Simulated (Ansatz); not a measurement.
# Lower states of Ni: further starts and searches

Aim: test whether Ni has a self-consistent state below the best one that plain SCF starts reached, by the runs listed below. The cell (2 atoms) is Ni in the measured crystal structure (space group Fm-3m, primitive cell doubled). Source: COD entry 9012966; the sample's temperature and pressure aren't taken into account.

The COD entry's cell or inner coordinates are ideal or old and differ from later refinements, so a difference from it is no clean test against experiment.

Program: Ansatz 0.2.0. Level of theory: DFT PBE, PAW, plane waves, scalar-relativistic. These are calculated values, not measurements.

### 1 The system as given

Symmetry: Fm-3m, No. 225, cubic system. Conventional cell: a = 3.517 Å, b = 3.517 Å, c = 3.517 Å, α = 90.00°, β = 90.00°, γ = 90.00°. Ni (site symmetry m-3m) has 12 Ni at 2.49 Å as nearest neighbours.

As a file:

```
CELL_PARAMETERS angstrom
3.51700 1.75850 1.75850
1.75850 3.51700 1.75850
1.75850 1.75850 3.51700
ATOMIC_POSITIONS crystal
Ni 0.00000 0.00000 0.00000
Ni 0.50000 0.50000 0.50000
```

Atoms are counted from 1 in the order of input.yaml (Ni2 and so on).

Known so far: 8 plain starts ended in 3 states. The lowest came from “spin on, no moments given (the program may seed its own), plain SCF”: ferromagnetic, site moments Ni1 0.68, Ni2 0.68 μB, total 1.28 μB per cell, no gap on the k-mesh, free energy -11679.4526 eV.

Runs to come: parallel moments, default search for lower states; opposed moments +-, default search for lower states; the moments typed in its input, symmetry off, plain SCF; the moments typed in its input, standard search for lower states.

A plain SCF has the search for lower states switched off and ends at the first converged state. The default search runs further SCF cycles only where the state itself hints at a lower one. The standard and full searches may also try other magnetic orders and fillings, and need not reach the lowest state. With a search on, the program may also reshape the start on open shells. 

The total moment includes the space between the atomic spheres.

### 2 Parallel moments, default search for lower states

input.yaml

```yaml
crystal:
  lattice:
    - [3.517, 1.7585, 1.7585]
    - [1.7585, 3.517, 1.7585]
    - [1.7585, 1.7585, 3.517]
  atoms:
    - { symbol: Ni, position: [0.0, 0.0, 0.0], spin: 2.0 }
    - { symbol: Ni, position: [0.5, 0.5, 0.5], spin: 2.0 }
magnetization:
  spin_polarized: true
hamiltonian:
  xc: pbe
  pseudopotentials: { kind: paw }
basis:
  ecutwfc: 420
kpoints:
  mp_grid: { grid: [13, 13, 13] }
scf:
  occupations: { method: gaussian, width: 0.1 }
output:
  forces: true
  stress: true
```

Standard output (excerpt; [...] marks lines left out):

```text
basis.fft_grid_basis auto: the FFT boxes are laid along the combinations [[1, 0, -1], [0, 1, -1], [0, 0, 1]] of the cell's own vectors, 2.487, 2.487 and 4.307 Å long. The dense box has 18×18×30 points. Along the cell's own vectors, as sized, it would have 30×30×30, 2.78 times as many. [...]
Pseudopotentials: kind: paw
Pseudopotential: Ni, paw, valence charge 18, recommended cutoff 420 eV (normal), Ni.paw.azcp
Functional definition: PBE
[...]
Crystal: 2 atoms, lattice volume = 21.751 Å³
Basis set: ecut = 420 eV, 391 PW (Γ), FFT grids on a1−a3, a2−a3, a3, exchange–correlation on 36×36×60 points (8 copies of the dense FFT grid, shifted against one another)
Bands: 24, of which v1, the nominal top of the filled ones, is band 18 counted from 1 (17 counted from 0)
Symmetry: 24 space group operations
Space group: Fm-3m (ITA 225), of the structure as read, at distance tolerance 2.8e-5 Å
Magnetic group: BNS 225.116 (UNI 1618), of the structure as read, at distance tolerance 2.8e-5 Å
k-points: 231 of 2197
[...]
Starting moments: Σ|m| = 4 μB on 2 of 2 sites
[...]
SCF iter   1: F=—  HF=-11678.243990 eV  |F-HF|=—  |Δ(HF+E_count)|=         —  Δρ=1.64e-1 (↑1.64e-1 ↓8.36e-2)  dr2=1.17e0  dr2_m=2.94e0  M=1.932 μB ∫|m|=2.073 μB  β_m=0.30  ethr=3.10e-3  ⟨swp⟩=4.9  Hψ=40113  notcnv=0
[...]
SCF iter  11: F=-11679.452631 eV  HF=-11679.452631 eV  |F-HF|=9.28e-11  |Δ(HF+E_count)|=  4.55e-11  Δρ=6.08e-7 (↑3.57e-7 ↓6.08e-7)  dr2=1.09e-10  dr2_m=4.45e-12  M=1.278 μB ∫|m|=1.458 μB  ethr=1.00e-12  ⟨swp⟩=1.3  Hψ=30918  notcnv=0
[...]
SCF converged after 11 iterations
Magnetization: 1.2778 μB (18.6389 up, 17.3611 down)
Absolute magnetization: 1.4592 μB (∫|ρ↑−ρ↓|, with the PAW one-centre terms)
Spin contamination: 0.0140 ħ² per cell (⟨S²⟩ above its minimum at these occupations)
Per-site moments (μB) at R_I (Å): [(0.6773358546941749, 1.0258440016411488), (0.677335854694175, 1.0258440016411488)]
Free energy (F): -11679.452631 eV
[...]
E sigma→0 (E₀):  -11679.444216 eV
Entropy (-TS):   -0.016830 eV (-8.415 meV/atom)
Fermi energy:    18.200986 eV
[... 24 lines left out: energy terms, forces, stress ...]
```

Wall time 11 s (2 threads of an Arm CPU, shared host); peak memory 0.47 GiB.

This is the state of step 1 again (ferromagnetic), after 11 iterations.

### 3 Opposed moments +-, default search for lower states

input.yaml, as its differences from that of step 2:

```diff
@@ -7,3 +7,3 @@
     - { symbol: Ni, position: [0.0, 0.0, 0.0], spin: 2.0 }
-    - { symbol: Ni, position: [0.5, 0.5, 0.5], spin: 2.0 }
+    - { symbol: Ni, position: [0.5, 0.5, 0.5], spin: -2.0 }
 magnetization:
```

Standard output (excerpt; [...] marks lines left out):

```text
[... 12 lines as in an earlier run ...]
Symmetry: 12 space group operations
Space group: R-3m (ITA 166), of the structure as read, at distance tolerance 2.8e-5 Å
Magnetic group: BNS 166.102 (UNI 1332), of the structure as read, at distance tolerance 2.8e-5 Å
[... 5 lines as in an earlier run ...]
Starting moments: Σ|m| = 4 μB on 2 of 2 sites
Starting magnetic order: antiferromagnet; a translation exchanges its spin sublattices: spin-degenerate at every k-point
[... 2 lines as in an earlier run ...]
spin-down is spin-up translated by (0.5, 0.5, 0.5): one eigenproblem is solved per k-point and the antiferromagnetic symmetry of the starting moments is kept exactly by this SCF (crystal.symmetry.spin_inversion_symmetry: false solves both channels; [...]
SCF iter   1: F=—  HF=-11678.265744 eV  |F-HF|=—  |Δ(HF+E_count)|=         —  Δρ=1.73e-1 (↑1.73e-1 ↓1.73e-1)  dr2=1.11e0  dr2_m=5.58e0  M=0.000 μB ∫|m|=1.510 μB  β_m=0.30  ethr=3.09e-3  ⟨swp⟩=1.2  Hψ=27697  notcnv=0
[...]
the run went on to a lower state, not held to the crystal's whole symmetry: an SCF along what the orbitals of the run's state read of its open shells (or to have them read: on a GPU, or by another smearing), with the run's symmetry operations kept and the antiferromagnet's [...]
WARN: the starting moments were not kept: 1 of 2 ended reversed and 1 kept their direction, counting a site from 0.1 of the cell's largest site moment. The largest reversed, site 1 (counted from 0, in the order of the report's site_moments_mub), started with -2.0 μB and closes at +6.8e-1 [...]
SCF converged after 3 iterations
Magnetization: 1.2778 μB (18.6389 up, 17.3611 down)
Absolute magnetization: 1.4592 μB (∫|ρ↑−ρ↓|, with the PAW one-centre terms)
Spin contamination: 0.0140 ħ² per cell (⟨S²⟩ above its minimum at these occupations)
Per-site moments (μB) at R_I (Å): [(0.6773356639556726, 1.0258440016411488), (0.6773358806242313, 1.0258440016411488)]
Free energy (F): -11679.452631 eV
[...]
E sigma→0 (E₀):  -11679.444216 eV
Entropy (-TS):   -0.016830 eV (-8.415 meV/atom)
Fermi energy:    18.200992 eV
[... 29 lines left out: energy terms, forces, stress, bands ...]
```

Wall time 2 min (2 threads of an Arm CPU, shared host); peak memory 1 GiB.

The run ends in the same state as step 1 (ferromagnetic); it took 28 iterations.

### 4 The moments typed in its input, symmetry off, plain SCF

input.yaml, as its differences from that of step 3:

```diff
@@ -8,2 +8,3 @@
     - { symbol: Ni, position: [0.5, 0.5, 0.5], spin: -2.0 }
+  symmetry: { detect: false, time_reversal: true }
 magnetization:
@@ -19,2 +20,3 @@
   occupations: { method: gaussian, width: 0.1 }
+  lower_state_search: "off"
 output:
```

Standard output:

```text
[... 12 lines as in an earlier run ...]
Symmetry: 1 space group operations
k-points: 1099 of 2197 (time reversal used)
[... 4 lines as in an earlier run ...]
Starting moments: Σ|m| = 4 μB on 2 of 2 sites
[... 2 lines as in an earlier run ...]
iter 1 solved again at ethr=1.04e-4 eV; its pass at ethr=3.10e-3 eV (dr2=3.75e-2 eV) is discarded
SCF iter   1: F=—  HF=-11678.646005 eV  |F-HF|=—  |Δ(HF+E_count)|=         —  Δρ=1.34e-1 (↑1.34e-1 ↓1.34e-1)  dr2=3.74e-2  dr2_m=3.53e0  M=0.000 μB ∫|m|=1.926 μB  β_m=0.30  ethr=1.04e-4  ⟨swp⟩=1.3  Hψ=263144  notcnv=0
Mixer restart at iter 1: flushing history
preconditioner: auto → none  [metal: Δε(μ)=0.002 eV  Ē_g=11.663 eV  σ=0.100 eV  W_gap=0.01  n_scr=8 (ndim 8)  ℏωp=35.6 eV  f_vac=0.000  D(μ)=5.37/eV (n_scr^D=110)  sad-step TF]
spin-set hold released at iteration 1 (the charge has settled, or the pull on large starting moments outlasts its swing): the magnetisation degrees of freedom join the quasi-Newton model from the next iteration; the mixer history was flushed
SCF iter   2: F=—  HF=-11678.888700 eV  |F-HF|=—  |Δ(HF+E_count)|=   2.43e-1  Δρ=1.07e-1 (↑1.07e-1 ↓1.07e-1)  dr2=2.72e-2  dr2_m=2.27e0  M=-0.000 μB ∫|m|=1.760 μB  β_m=0.54  ethr=1.04e-4  ⟨swp⟩=2.3  Hψ=81036  notcnv=0
SCF iter   3: F=—  HF=-11679.312082 eV  |F-HF|=—  |Δ(HF+E_count)|=   4.23e-1  Δρ=2.82e-2 (↑2.82e-2 ↓2.81e-2)  dr2=2.16e-2  dr2_m=1.48e-1  M=0.000 μB ∫|m|=1.115 μB  β_m=0.62  ethr=7.56e-5  ⟨swp⟩=2.5  Hψ=113049  notcnv=0  defer=1332
SCF iter   4: F=—  HF=-11679.351259 eV  |F-HF|=—  |Δ(HF+E_count)|=   3.92e-2  Δρ=1.57e-2 (↑1.51e-2 ↓1.57e-2)  dr2=6.68e-2  dr2_m=1.98e-2  M=-0.002 μB ∫|m|=0.842 μB  β_m=0.50  ethr=6.01e-5  ⟨swp⟩=2.0  Hψ=103912  notcnv=0  defer=2484
SCF iter   5: F=—  HF=-11679.339671 eV  |F-HF|=—  |Δ(HF+E_count)|=   1.16e-2  Δρ=8.06e-3 (↑8.06e-3 ↓6.32e-3)  dr2=1.00e-2  dr2_m=6.44e-3  M=0.011 μB ∫|m|=0.769 μB  β_m=0.75  ethr=6.01e-5  ⟨swp⟩=2.3  Hψ=106170  notcnv=0  defer=2526
SCF iter   6: F=—  HF=-11679.391135 eV  |F-HF|=—  |Δ(HF+E_count)|=   5.15e-2  Δρ=4.95e-2 (↑4.08e-2 ↓4.95e-2)  dr2=1.40e0  dr2_m=6.54e-2  M=-0.203 μB ∫|m|=0.639 μB  β_m=0.43  ethr=2.78e-5  ⟨swp⟩=2.1  Hψ=90453  notcnv=0  defer=2454  recentre
SCF iter   7: F=—  HF=-11679.342797 eV  |F-HF|=—  |Δ(HF+E_count)|=   4.83e-2  Δρ=5.25e-3 (↑3.30e-3 ↓5.25e-3)  dr2=7.31e-3  dr2_m=1.91e-3  M=0.017 μB ∫|m|=0.614 μB  β_m=0.54  ethr=2.78e-5  ⟨swp⟩=2.1  Hψ=98634  notcnv=0  defer=2421
SCF iter   8: F=—  HF=-11679.343435 eV  |F-HF|=—  |Δ(HF+E_count)|=   6.38e-4  Δρ=5.90e-4 (↑5.17e-4 ↓5.90e-4)  dr2=8.47e-6  dr2_m=5.35e-5  M=0.003 μB ∫|m|=0.635 μB  β_m=0.70  ethr=2.03e-5  ⟨swp⟩=1.0  Hψ=55775  notcnv=0  defer=2427
SCF iter   9: F=—  HF=-11679.343495 eV  |F-HF|=—  |Δ(HF+E_count)|=   6.02e-5  Δρ=8.17e-4 (↑8.17e-4 ↓5.02e-4)  dr2=2.76e-5  dr2_m=7.92e-5  M=0.006 μB ∫|m|=0.637 μB  β_m=0.70  ethr=2.35e-8  ⟨swp⟩=2.0  Hψ=90640  notcnv=0  defer=2427
SCF iter  10: F=—  HF=-11679.343531 eV  |F-HF|=—  |Δ(HF+E_count)|=   3.62e-5  Δρ=8.32e-4 (↑8.32e-4 ↓3.91e-4)  dr2=1.25e-4  dr2_m=5.11e-5  M=0.009 μB ∫|m|=0.628 μB  β_m=0.85  ethr=2.35e-8  ⟨swp⟩=2.0  Hψ=87501  notcnv=0  defer=2427
SCF iter  11: F=—  HF=-11679.343586 eV  |F-HF|=—  |Δ(HF+E_count)|=   5.48e-5  Δρ=1.55e-3 (↑1.34e-3 ↓1.55e-3)  dr2=1.01e-3  dr2_m=1.79e-4  M=0.021 μB ∫|m|=0.613 μB  β_m=0.93  ethr=2.35e-8  ⟨swp⟩=2.0  Hψ=90368  notcnv=0  defer=2427  recentre
SCF iter  12: F=—  HF=-11679.343801 eV  |F-HF|=—  |Δ(HF+E_count)|=   2.15e-4  Δρ=3.86e-3 (↑3.52e-3 ↓3.86e-3)  dr2=6.61e-3  dr2_m=1.05e-3  M=0.050 μB ∫|m|=0.606 μB  β_m=0.96  ethr=2.35e-8  ⟨swp⟩=2.0  Hψ=90015  notcnv=0  defer=2427
SCF iter  13: F=—  HF=-11679.343647 eV  |F-HF|=—  |Δ(HF+E_count)|=   1.54e-4  Δρ=2.32e-3 (↑2.29e-3 ↓2.32e-3)  dr2=2.58e-3  dr2_m=4.22e-4  M=0.032 μB ∫|m|=0.612 μB  β_m=0.98  ethr=2.35e-8  ⟨swp⟩=2.0  Hψ=89595  notcnv=0  defer=2427
SCF iter  14: F=—  HF=-11679.343728 eV  |F-HF|=—  |Δ(HF+E_count)|=   8.08e-5  Δρ=2.78e-3 (↑2.31e-3 ↓2.78e-3)  dr2=4.75e-3  dr2_m=1.19e-4  M=-0.002 μB ∫|m|=0.617 μB  β_m=0.57  ethr=2.35e-8  ⟨swp⟩=2.2  Hψ=91443  notcnv=0  defer=2421
SCF iter  15: F=—  HF=-11679.343555 eV  |F-HF|=—  |Δ(HF+E_count)|=   1.73e-4  Δρ=4.25e-4 (↑3.92e-4 ↓4.25e-4)  dr2=3.01e-5  dr2_m=2.62e-5  M=0.014 μB ∫|m|=0.616 μB  β_m=0.78  ethr=2.35e-8  ⟨swp⟩=2.0  Hψ=91030  notcnv=0  defer=2421
SCF iter  16: F=—  HF=-11679.343579 eV  |F-HF|=—  |Δ(HF+E_count)|=   2.44e-5  Δρ=1.39e-3 (↑1.39e-3 ↓1.25e-3)  dr2=7.73e-4  dr2_m=1.54e-4  M=0.020 μB ∫|m|=0.616 μB  β_m=0.89  ethr=2.35e-8  ⟨swp⟩=2.1  Hψ=76233  notcnv=0  defer=2421  recentre
SCF iter  17: F=—  HF=-11679.343648 eV  |F-HF|=—  |Δ(HF+E_count)|=   6.82e-5  Δρ=2.31e-3 (↑2.31e-3 ↓2.31e-3)  dr2=2.59e-3  dr2_m=4.34e-4  M=0.032 μB ∫|m|=0.615 μB  β_m=0.38  ethr=2.35e-8  ⟨swp⟩=2.1  Hψ=67491  notcnv=0  defer=2427
SCF iter  18: F=—  HF=-11679.343558 eV  |F-HF|=—  |Δ(HF+E_count)|=   8.98e-5  Δρ=6.52e-4 (↑6.52e-4 ↓6.52e-4)  dr2=5.50e-5  dr2_m=7.10e-5  M=0.017 μB ∫|m|=0.615 μB  β_m=0.97  ethr=2.35e-8  ⟨swp⟩=2.0  Hψ=73499  notcnv=0  defer=2433
SCF iter  19: F=—  HF=-11679.343566 eV  |F-HF|=—  |Δ(HF+E_count)|=   8.63e-6  Δρ=1.05e-3 (↑1.05e-3 ↓1.00e-3)  dr2=5.41e-4  dr2_m=7.91e-5  M=0.013 μB ∫|m|=0.615 μB  β_m=0.99  ethr=2.35e-8  ⟨swp⟩=2.0  Hψ=67968  notcnv=0  defer=2433  recentre
SCF iter  20: F=—  HF=-11679.343554 eV  |F-HF|=—  |Δ(HF+E_count)|=   1.27e-5  Δρ=6.43e-4 (↑6.43e-4 ↓5.96e-4)  dr2=1.89e-4  dr2_m=3.05e-5  M=0.008 μB ∫|m|=0.615 μB  β_m=0.99  ethr=2.35e-8  ⟨swp⟩=1.2  Hψ=51320  notcnv=0  defer=2433
SCF iter  21: F=—  HF=-11679.343547 eV  |F-HF|=—  |Δ(HF+E_count)|=   6.29e-6  Δρ=2.43e-4 (↑2.43e-4 ↓2.27e-4)  dr2=2.82e-5  dr2_m=3.79e-6  M=0.003 μB ∫|m|=0.615 μB  β_m=1.00  ethr=2.35e-8  ⟨swp⟩=1.0  Hψ=50328  notcnv=0  defer=2433
SCF iter  22: F=—  HF=-11679.343546 eV  |F-HF|=—  |Δ(HF+E_count)|=   9.86e-7  Δρ=5.98e-5 (↑5.98e-5 ↓5.54e-5)  dr2=1.74e-6  dr2_m=2.74e-7  M=0.001 μB ∫|m|=0.614 μB  β_m=1.00  ethr=2.35e-8  ⟨swp⟩=1.0  Hψ=50301  notcnv=0  defer=2433
SCF iter  23: F=—  HF=-11679.343546 eV  |F-HF|=—  |Δ(HF+E_count)|=   1.73e-8  Δρ=4.51e-5 (↑4.11e-5 ↓4.51e-5)  dr2=9.55e-7  dr2_m=1.17e-7  M=0.000 μB ∫|m|=0.614 μB  β_m=1.00  ethr=4.83e-9  ⟨swp⟩=1.0  Hψ=50301  notcnv=0  defer=2433
SCF iter  24: F=—  HF=-11679.343546 eV  |F-HF|=—  |Δ(HF+E_count)|=   2.14e-8  Δρ=2.22e-5 (↑2.22e-5 ↓1.33e-5)  dr2=1.76e-7  dr2_m=2.04e-8  M=0.000 μB ∫|m|=0.614 μB  β_m=0.76  ethr=2.65e-9  ⟨swp⟩=1.0  Hψ=50301  notcnv=0  defer=2433
iter 25 did not close the SCF: its close was put off for a magnetic moment that had not settled (scf_convergence_deferred on its scf_iter line)
SCF iter  25: F=-11679.343546 eV  HF=-11679.343546 eV  |F-HF|=5.03e-9  |Δ(HF+E_count)|=   1.06e-8  Δρ=5.43e-6 (↑1.70e-6 ↓5.43e-6)  dr2=5.76e-9  dr2_m=1.60e-9  M=0.000 μB ∫|m|=0.614 μB  β_m=0.68  ethr=2.78e-10  ⟨swp⟩=3.0  Hψ=177423  notcnv=0
SCF iter  26: F=-11679.343546 eV  HF=-11679.343546 eV  |F-HF|=1.01e-9  |Δ(HF+E_count)|=  2.71e-10  Δρ=2.07e-6 (↑2.07e-6 ↓6.17e-7)  dr2=1.10e-9  dr2_m=1.98e-10  M=-0.000 μB ∫|m|=0.614 μB  ethr=1.60e-11  ⟨swp⟩=2.0  Hψ=155121  notcnv=0
The SCF converged. Along the directions that its mixing steps explored, a Ritz value of the dielectric operator 1 − χ₀K read negative at each of the last 4 readings (its real part and the size of its imaginary part sum to between -0.55 and -0.54).
SCF 1 converged in 26 iterations: F = -11679.343546 eV  dr2 = 1.10e-9
No search for a lower state was made along the close's negative reading: the deck asks for none (scf.lower_state_search: off) (following: asked_to_warn; scf.lower_state_search in the input reference).
SCF converged after 26 iterations
Magnetization: -0.0000 μB (18.0000 up, 18.0000 down)
Absolute magnetization: 0.6147 μB (∫|ρ↑−ρ↓|, with the PAW one-centre terms)
Spin contamination: 0.2263 ħ² per cell (⟨S²⟩ above its minimum at these occupations)
Per-site moments (μB) at R_I (Å): [(0.3000558570030154, 1.0258440016411488), (-0.3000625561404259, 1.0258440016411488)]
Free energy (F): -11679.343546 eV
Harris-Foulkes:  -11679.343546 eV  (|F-HF|=1.01e-9)
Internal energy: -11679.314932 eV  (E = F + TS)
E sigma→0 (E₀):  -11679.329239 eV
Entropy (-TS):   -0.028614 eV (-14.307 meV/atom)
Fermi energy:    18.032082 eV
--- Per-component energies (eV) ---
  E_band       = -567.148604
  E_kinetic    = 564.625172
  E_local      = -6874.764511  (includes V_loc(G=0)·N_el)
  E_nonlocal   = 1271.666269
  E_hartree    = 2870.531286
  E_xc         = -169.569961
  E_vxc        = -218.660442  (∫ρ·V_xc dr)
  E_paw        = -3259.744113  (= ΣΔE_a)
  E_vpaw       = -1051.079040  (= ΣTr[D̂ρ^β])
  E_aug_tail   = 0.001162  (compensation charges beyond the density's cutoff)
  E_ewald      = -6082.060237
  E_smearing   = -0.028614  (= −TS)
  E_closure    = -0.000000  (closes the sum)
  Σ components = -11679.343546   (vs F -11679.343546, Δ=0.00e0)
--- Forces (eV/Å), atoms counted from 1 ---
  atom   1  Ni    -0.00000305    -0.00000305    -0.00000305
  atom   2  Ni     0.00000310     0.00000309     0.00000309
  max |Σ_I F_I| component: 4.26e-8 eV/Å
--- Stress (GPa, compression-positive) ---
       -0.460263       0.344203       0.344203
        0.344203      -0.460263       0.344203
        0.344203       0.344203      -0.460263
  P = ⅓ Tr σ = -0.4603 GPa (-4.603 kbar)
```

Run time: 2.6 min. Hardware: 2 threads of an Arm CPU, shared host; peak memory 1.2 GiB.

The state reached is antiferromagnetic (magnetic neighbours of Ni2 with a moment over 0.3 of its own that point the other way: 6 of 12 at 2.49 Å, 6 of 6 at 3.52 Å), site moments Ni1 0.30, Ni2 -0.30 μB, total 0.00 μB per cell, no gap on the k-mesh. Against step 1, the lowest until now, it is 54.5 meV/atom higher. The program's check reads this end as a saddle point, not a minimum.

### 5 The moments typed in its input, standard search for lower states

input.yaml, as its differences from that of step 4:

```diff
@@ -8,3 +8,2 @@
     - { symbol: Ni, position: [0.5, 0.5, 0.5], spin: -2.0 }
-  symmetry: { detect: false, time_reversal: true }
 magnetization:
@@ -20,3 +19,3 @@
   occupations: { method: gaussian, width: 0.1 }
-  lower_state_search: "off"
+  lower_state_search: standard
 output:
```

Standard output (excerpt; [...] marks lines left out):

```text
[... 1 line as in an earlier run ...]
the run goes by scf.lower_state_search standard: where its kind and settings allow, a search for a lower-energy state can add stability tests and further SCF calculations, which can take several times, in some runs tens of times, as long as the SCF (see the manual's entry of the key); [...]
[... 19 lines as in an earlier run ...]
Starting moments: Σ|m| = 4 μB on 2 of 2 sites
Starting magnetic order: antiferromagnet; a translation exchanges its spin sublattices: spin-degenerate at every k-point
[... 4 lines as in an earlier run ...]
SCF iter   1: F=—  HF=-11678.265744 eV  |F-HF|=—  |Δ(HF+E_count)|=         —  Δρ=1.73e-1 (↑1.73e-1 ↓1.73e-1)  dr2=1.11e0  dr2_m=5.58e0  M=0.000 μB ∫|m|=1.510 μB  β_m=0.30  ethr=3.09e-3  ⟨swp⟩=1.2  Hψ=27697  notcnv=0
[...]
[... 1 line as in an earlier run ...]
[...]
[... 1 line as in an earlier run ...]
[...]
[... 1 line as in an earlier run ...]
[...]
[... 1 line as in an earlier run ...]
[...]
SCF iter   3: F=-11679.452631 eV  HF=-11679.452631 eV  |F-HF|=3.64e-12  |Δ(HF+E_count)|=   3.80e-9  Δρ=1.70e-7 (↑9.04e-8 ↓1.70e-7)  dr2=3.78e-12  dr2_m=1.67e-12  M=1.278 μB ∫|m|=1.458 μB  ethr=5.84e-12  ⟨swp⟩=1.9  Hψ=29374  notcnv=0
[...]
[... 2 lines as in an earlier run ...]
SCF converged after 3 iterations
Magnetization: 1.2778 μB (18.6389 up, 17.3611 down)
Absolute magnetization: 1.4592 μB (∫|ρ↑−ρ↓|, with the PAW one-centre terms)
Spin contamination: 0.0140 ħ² per cell (⟨S²⟩ above its minimum at these occupations)
Per-site moments (μB) at R_I (Å): [(0.6773356639556726, 1.0258440016411488), (0.6773358806242313, 1.0258440016411488)]
Free energy (F): -11679.452631 eV
[...]
E sigma→0 (E₀):  -11679.444216 eV
Entropy (-TS):   -0.016830 eV (-8.415 meV/atom)
Fermi energy:    18.200992 eV
[... 29 lines left out: energy terms, forces, stress, bands ...]
```

Run time: 2 min. Hardware: 2 threads of an Arm CPU, shared host; peak memory 1 GiB.

This is the state of step 1 again (ferromagnetic), after 28 iterations.

### 6 All ends together

| step | iterations | state | moments of Ni1 Ni2 (μB) | total (μB) | gap (eV) | pressure (GPa) | above lowest (meV/atom) |
| --- | --- | --- | --- | --- | --- | --- | --- |
| 1 | 11 | 1 | 0.68 0.68 | 1.28 | none | 0.2 | 0.0 |
| 2 | 11 | 1 | 0.68 0.68 | 1.28 | none | 0.2 | 0.0 |
| 3 | 28 | 1 | 0.68 0.68 | 1.28 | none | 0.2 | 0.0 |
| 4 | 26 | 2 | 0.30 -0.30 | 0.00 | none | -0.5 | 54.5 |
| 5 | 28 | 1 | 0.68 0.68 | 1.28 | none | 0.2 | 0.0 |

States are numbered from the lowest. Starts by step: 2 parallel moments, default search for lower states; 3 opposed moments +-, default search for lower states; 4 the moments typed in its input, symmetry off, plain SCF; 5 the moments typed in its input, standard search for lower states. Step 1 is the best of the earlier plain starts.

The 4 runs of this session took 6.7 min in all, from 11 s to 2.6 min each.

Decimal logarithm of the largest residual (eV) by iteration, counted through all cycles of a run:

| iteration | step 2 | step 3 | step 4 | step 5 |
| --- | --- | --- | --- | --- |
| 1 | 0.5 | 0.7 | 0.5 | 0.7 |
| 2 | 0.3 | 0.5 | 0.4 | 0.5 |
| 3 | -0.3 | 0.8 | -0.8 | 0.8 |
| 4 | -1.3 | -1.2 | -1.2 | -1.2 |
| 5 | -2.2 | -2.3 | -2.0 | -2.3 |
| 6 | -3.5 | -3.3 | 0.1 | -3.3 |
| 8 | -6.4 | -7.2 | -4.3 | -7.2 |
| 11 | -10.0 | -8.9 | -3.0 | -8.9 |
| 13 | - | -2.3 | -2.6 | -2.3 |
| 16 | - | -8.5 | -3.1 | -8.5 |
| 18 | - | -8.9 | -4.1 | -8.9 |
| 21 | - | -4.3 | -4.5 | -4.3 |
| 23 | - | -6.7 | -6.0 | -6.7 |
| 26 | - | -8.7 | -9.0 | -8.7 |
| 28 | - | -11.4 | - | -11.4 |

### 7 Results

```
         quantity                                                      value
  distinct states  2 from 5 converged runs, the best start of step 1 counted
     lowest state                                              ferromagnetic
      its moments                                      Ni1 0.68, Ni2 0.68 μB
     total moment                                           1.28 μB per cell
gap on the k-mesh                                                       none
         pressure                                                    0.2 GPa
    largest force                                                 0.000 eV/Å
       next state                    antiferromagnetic, 54.5 meV/atom higher
```

**Reading.** Nothing lower turns up: the best plain start stands. 5 runs converged, to 2 different states. The best antiferromagnetic state lies 54.5 meV/atom above the best ferromagnetic one. These are lowest states among those tried, not proven ground states. State 2 reads as a saddle point, which a small push may leave.
